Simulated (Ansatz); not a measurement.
## Bands of CaSe

```
CELL_PARAMETERS angstrom
0.00000 2.97897 2.97897
2.97897 0.00000 2.97897
2.97897 2.97897 0.00000
ATOMIC_POSITIONS crystal
Ca 0.00000 0.00000 0.00000
Se 0.50000 0.50000 0.50000
```

Atom numbers follow the list: Ca1, Se2.

The conventional cell has a = 5.958 Å, b = 5.958 Å, c = 5.958 Å, α = 90.00°, β = 90.00°, γ = 90.00°. Ca (atom 1) is surrounded by 6 Se at 2.98 Å. Se (atom 2) is surrounded by 6 Ca at 2.98 Å.

The cell was built from the rocksalt type and relaxed in the same program, and has space group Fm-3m; it needn't be a known or the stable phase.

Method: Ansatz 0.2.0, DFT, PBE, all-electron LAPW, Dirac equation with spin-orbit coupling.

The runs use a Γ-centred 12×12×12 k mesh, Fermi–Dirac smearing of 0.03 eV, basis error target 1 meV/atom, no spin polarisation.

Points in fractions of the reciprocal vectors of this cell: Γ (0, 0, 0), X (0.5, 0, 0.5), U (0.625, 0.25, 0.625), K (0.375, 0.375, 0.75), L (0.5, 0.5, 0.5), W (0.5, 0.25, 0.75). The path joins them by straight lines in the order Γ–X–U–K–Γ–L–W–X; legs that retrace an earlier one aren't tabulated. Energies are in eV from the top of the valence band.

**Question.** Is there a gap, and where are the band edges?

**Answer.** 1.95 eV, indirect from Γ to X (0.5, 0, 0.5).

**Question.** List the levels between -5 and 3.5 eV at the symmetry points.

**Answer.** 
Γ: -0.41 (×2), 0.00 (×4), 3.10 (×2)
X: -2.61 (×2), -1.16 (×2), -0.93 (×2), 1.95 (×2)
U: -2.37 (×2), -2.10 (×2), -1.20 (×2), 3.16 (×2)
K: -2.37 (×2), -2.10 (×2), -1.20 (×2), 3.16 (×2)
L: -3.34 (×2), -1.38 (×2), -1.18 (×2)
W: -2.18 (×2), -1.99 (×2), -1.72 (×2)
